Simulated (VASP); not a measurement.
# In₃As: molecular dynamics with a thermostat

In₃As, Pm-3m (no. 221), 12 atoms in the cell. PBE, molecular dynamics; PAW potentials In, As (PBE set).

Ensemble: Nose-Hoover chain; Target temperature (K): 600.

## Input

INCAR:
```
GGA      = PE             # functional
PREC     = Normal         # precision mode
ENCUT    = 210            # plane-wave cutoff, eV
EDIFF    = 1E-6           # SCF threshold, eV
NELMIN   = 4            
NELM     = 60             # most SCF steps
ALGO     = Fast           # electronic algorithm
LREAL    = Auto         
LASPH    = True           # aspherical terms in the spheres
ISMEAR   = -1             # smearing method
SIGMA    = 0.05           # smearing width, eV
ISYM     = 0            
LWAVE    = False          # write WAVECAR
LCHARG   = False          # write CHGCAR
IBRION   = 0              # ionic algorithm
NSW      = 60             # ionic steps
POTIM    = 3.0            # step
TEBEG    = 600          
ISIF     = 2              # what is computed and relaxed
RANDOM_SEED= 693680 0 0   
MDALGO   = 4            
NHC_NCHAINS= 3            
NHC_PERIOD= 30           
KPAR     = 2             
```

KPOINTS:
```
k-points
0
Gamma
  3 3 1
```

POSCAR:
```
In3As
1.0
    4.6716810000      0.0000000000      0.0000000000
    0.0000000000      4.6716810000      0.0000000000
    0.0000000000      0.0000000000     14.0150430000
In As
9 3
Direct
    0.5000000000      0.5000000000      0.0000000000
    0.5000000000      0.5000000000      0.3333333333
    0.5000000000      0.5000000000      0.6666666667
    0.5000000000      0.0000000000      0.1666666667
    0.5000000000      0.0000000000      0.5000000000
    0.5000000000      0.0000000000      0.8333333333
    0.0000000000      0.5000000000      0.1666666667
    0.0000000000      0.5000000000      0.5000000000
    0.0000000000      0.5000000000      0.8333333333
    0.0000000000      0.0000000000      0.0000000000
    0.0000000000      0.0000000000      0.3333333333
    0.0000000000      0.0000000000      0.6666666667
```

Commands:
```
cat potpaw_PBE.64/In/POTCAR potpaw_PBE.64/As/POTCAR > POTCAR
mpirun -np 2 vasp_std > vasp.out
```

## Result

- Mean temperature (K): 586
- Spread of the conserved energy (meV/atom): 0.11
- Rise of the mean potential energy above the start (meV/atom): 4.5
- Electronic steps per ionic step after the first: 4.2

Course of the run:

| Time (fs) | Temperature (K) | Potential energy less the first (meV/atom) | Conserved energy less the first (meV/atom) |
|---|---|---|---|
| 3 | 600 | 0.0 | 0.00 |
| 18 | 600 | 0.0 | -0.01 |
| 30 | 597 | 0.3 | -0.02 |
| 45 | 589 | 1.3 | -0.03 |
| 57 | 579 | 2.5 | -0.03 |
| 72 | 570 | 3.8 | -0.04 |
| 84 | 570 | 4.1 | -0.06 |
| 99 | 581 | 3.5 | -0.07 |
| 111 | 595 | 2.7 | -0.08 |
| 126 | 607 | 2.6 | -0.10 |
| 138 | 603 | 4.5 | -0.11 |
| 153 | 582 | 9.1 | -0.11 |
| 165 | 566 | 13.5 | -0.11 |
| 180 | 561 | 17.9 | -0.11 |

REPORT:
```
MDALGO =   4
           NHC_NCHAINS =   3
            NHC_PERIOD =    30
            NHC_NRESPA =    1
                NHC_NS =  1
               SCALING =       0
                 CNEXP =     9.000   14.000
           RANDOM_SEED =            693680                0                0

   original number of atomic DOF:         33
   number of independent constraints:      0
   number of active DOF:                  33

========================================
         MD step No.       1
========================================

  Atomic velocities initialized by STEP_tb

  >Nose-Hoover_chains
                       xs       vs(fs^-1)
   nhc_s>  -0.25912854E-08  -0.34546873E-08
   nhc_s>  -0.13889371E-03  -0.18519805E-03
   nhc_s>  -0.13888889E-03  -0.18515946E-03

  >Energies
                    E_tot             E_pot             E_kin               EPS                ES
   e_b>   -0.35006292E+02   -0.35859397E+02    0.85310527E+00    0.14361312E-04   -0.14366980E-04

  >Temperature
               T_sim     T_inst
   tmprt>    600.000    599.989

           RANDOM_SEED =            693680               72                0

[... steps left out ...]

========================================
         MD step No.      60
========================================

  >Nose-Hoover_chains
                       xs       vs(fs^-1)
   nhc_s>  -0.97673534E-01  -0.22646490E-02
   nhc_s>  -0.22196464E+01  -0.15088334E-01
   nhc_s>  -0.70095264E-01   0.13964467E-01

  >Energies
                    E_tot             E_pot             E_kin               EPS                ES
   e_b>   -0.35007663E+02   -0.35644536E+02    0.79796960E+00    0.12394723E+00   -0.28504425E+00

  >Temperature
               T_sim     T_inst
   tmprt>    600.000    561.212

           RANDOM_SEED =            693680               72                0
```

OSZICAR:
```
N       E                     dE             d eps       ncg     rms          rms(c)
DAV:   1     0.834389042700E+02    0.83439E+02   -0.80642E+03   280   0.557E+02
DAV:   2    -0.275836934540E+02   -0.11102E+03   -0.10811E+03   348   0.113E+02
DAV:   3    -0.363113545083E+02   -0.87277E+01   -0.84912E+01   348   0.315E+01
DAV:   4    -0.365531295900E+02   -0.24178E+00   -0.23353E+00   368   0.509E+00
DAV:   5    -0.365574535055E+02   -0.43239E-02   -0.43038E-02   352   0.665E-01    0.767E+00
RMM:   6    -0.359458142825E+02    0.61164E+00   -0.11879E+00   286   0.264E+00    0.444E+00
RMM:   7    -0.358892935343E+02    0.56521E-01   -0.73901E-01   287   0.190E+00    0.106E+00
RMM:   8    -0.358631589487E+02    0.26135E-01   -0.16775E-01   280   0.133E+00    0.232E-01
RMM:   9    -0.358596899800E+02    0.34690E-02   -0.12812E-02   282   0.490E-01    0.184E-01
RMM:  10    -0.358593760450E+02    0.31394E-03   -0.77072E-03   301   0.222E-01    0.177E-01
RMM:  11    -0.358616858949E+02   -0.23098E-02   -0.11315E-02   319   0.274E-01    0.323E-01
RMM:  12    -0.358593040750E+02    0.23818E-02   -0.73220E-03   298   0.220E-01    0.109E-02
[... left out ...]
     58 T=   560. E= -.35002751E+02 F= -.35663748E+02 E0= -.35644698E+02  EK= 0.80164E+00 SP= -.26E+00 SK= 0.12E+00
     59 T=   560. E= -.35002447E+02 F= -.35653835E+02 E0= -.35634530E+02  EK= 0.80195E+00 SP= -.27E+00 SK= 0.12E+00
[... last step whole ...]
       N       E                     dE             d eps       ncg     rms          rms(c)
DAV:   1    -0.356445312517E+02    0.93032E-02   -0.64847E-03   356   0.658E-01    0.252E-03
RMM:   2    -0.356445346257E+02   -0.33739E-05   -0.44960E-05   270   0.185E-02    0.712E-04
RMM:   3    -0.356445356036E+02   -0.97790E-06   -0.94427E-06   212   0.738E-03    0.458E-04
RMM:   4    -0.356445357195E+02   -0.11588E-06   -0.11302E-06   152   0.285E-03
     60 T=   561. E= -.35002147E+02 F= -.35644536E+02 E0= -.35625020E+02  EK= 0.80349E+00 SP= -.29E+00 SK= 0.12E+00
```

Limits: 180 fs of 12 atoms are too short for converged averages; the cell is only 4.7 Å across, so each atom moves in step with near copies of itself.

VASP 6.6.1 took 574 s on 2 cores (AMD EPYC 7R43 (Zen 3)), a shared host.
